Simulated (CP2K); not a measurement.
Runs of CP2K 2026.2 on BAs. Symmetry: F-43m, No. 216, cubic system. Conventional cell: a = 4.777 Å, b = 4.777 Å, c = 4.777 Å, α = 90.00°, β = 90.00°, γ = 90.00°. As (site symmetry -43m) is surrounded by 4 B at 2.07 Å. B (site symmetry -43m) has 4 As at 2.07 Å as nearest neighbours. 

| task | level | potentials or basis | cell | smearing | EPS_DEFAULT | NGRIDS | points a segment of the path (NPOINTS) | bands added on the path | CUTOFF of the grids | gap on the mesh (eV) | pressure (GPa) | V0 of scaled cells (Å³/atom) | B0 (GPa) |
| --- | --- | --- | --- | --- | --- | --- | --- | --- | --- | --- | --- | --- | --- |
| band structure | TB-mBJ | POTENTIAL_UZH As GTH-PBE-q5, B GTH-PBE-q3; TZVP-MOLOPT-PBE-GTH basis | as given | fermi-dirac 0.0259 eV | 1.0E-9 | 5 | 8 | 2 | 675 Ry | 1.42 | - | - | - |
| atomic charges | PBE | POTENTIAL_UZH As GTH-PBE-q5, B GTH-PBE-q3; TZVP-MOLOPT-PBE-GTH basis | as given | fermi-dirac 0.05 eV | 1.0E-10 | 4 | - | - | 675 Ry | 1.21 | 3.6 | - | - |
| equation of state | PBE | POTENTIAL_UZH As GTH-PBE-q5, B GTH-PBE-q3; TZVP-MOLOPT-PBE-GTH basis | as given | fermi-dirac 0.05 eV | 1.0E-10 | 4 | - | - | 450 Ry | - | - | 14.00 | 128 |
| atomic charges | LDA | POTENTIAL_UZH As GTH-PBE-q5, B GTH-PBE-q3; TZVP-MOLOPT-PBE-GTH basis | as given | fermi-dirac 0.05 eV | 1.0E-10 | 4 | - | - | 675 Ry | 1.03 | 2.4 | - | - |
| band structure | TB-mBJ | POTENTIAL_UZH As GTH-PBE-q5, B GTH-PBE-q3; TZVP-MOLOPT-PBE-GTH basis | as given | fermi-dirac 0.0259 eV | 1.0E-9 | 5 | 10 | 6 | 675 Ry | 1.42 | - | - | - |
| atomic charges | AM05 | POTENTIAL_UZH As GTH-PBE-q5, B GTH-PBE-q3; TZVP-MOLOPT-PBE-GTH basis | as given | fermi-dirac 0.05 eV | 1.0E-10 | 4 | - | - | 675 Ry | 1.08 | 2.3 | - | - |
| atomic charges | optB88-vdW | POTENTIAL_UZH As GTH-PBE-q5, B GTH-PBE-q3; TZVP-MOLOPT-PBE-GTH basis | as given | fermi-dirac 0.05 eV | 1.0E-10 | 4 | - | - | 675 Ry | 1.34 | (b) | - | - |
| atomic charges | BLYP | POTENTIAL_UZH As GTH-PBE-q5, B GTH-PBE-q3; TZVP-MOLOPT-PBE-GTH basis | as given | fermi-dirac 0.05 eV | 1.0E-10 | 4 | - | - | 675 Ry | 1.47 | 7.6 | - | - |
| band structure | r2SCAN | POTENTIAL_UZH As GTH-SCAN-q5, B GTH-SCAN-q3; TZVP-MOLOPT-SCAN-GTH basis | as given | fermi-dirac 0.05 eV | 1.0E-9 | 5 | 6 | 6 | 675 Ry | 1.42 | -1.1 | - | - |
| band structure | PBEsol | POTENTIAL_UZH As GTH-PBE-q5, B GTH-PBE-q3; TZVP-MOLOPT-PBE-GTH basis | as given | fermi-dirac 0.1 eV | 1.0E-9 | 5 | 8 | 6 | 450 Ry | (a) | 2.3 | - | - |
| single point | LDA | GTH_POTENTIALS As GTH-PADE-q5, B GTH-PADE-q3; TZVP-MOLOPT-PBE-GTH basis | the cell as VASP's run set it | gaussian 0.1 eV | 1.0E-10 | 4 | - | - | 450 Ry | 1.19 | -4.1 | - | - |
| equation of state | PBEsol | POTENTIAL_UZH As GTH-PBE-q5, B GTH-PBE-q3; TZVP-MOLOPT-PBE-GTH basis | as given | fermi-dirac 0.05 eV | 1.0E-9 | 4 | - | - | 450 Ry | - | - | 13.86 | 133 |

Alike in all rows: no spin polarisation; k mesh 10 × 10 × 10.

Q: Estimate the missing entries.

A: (a) 1.06; (b) 4.5.

Caveats: the basis of atomic orbitals isn't converged, which shifts pressures, moduli and gaps; the potentials were made for another functional, which shifts forces and pressure (some runs); this is a model potential without an energy functional, so only levels have meaning (some runs).

A k mesh can miss the band edges, and the runs leave out spin-orbit coupling on As.

Not every run made on this cell is shown here.
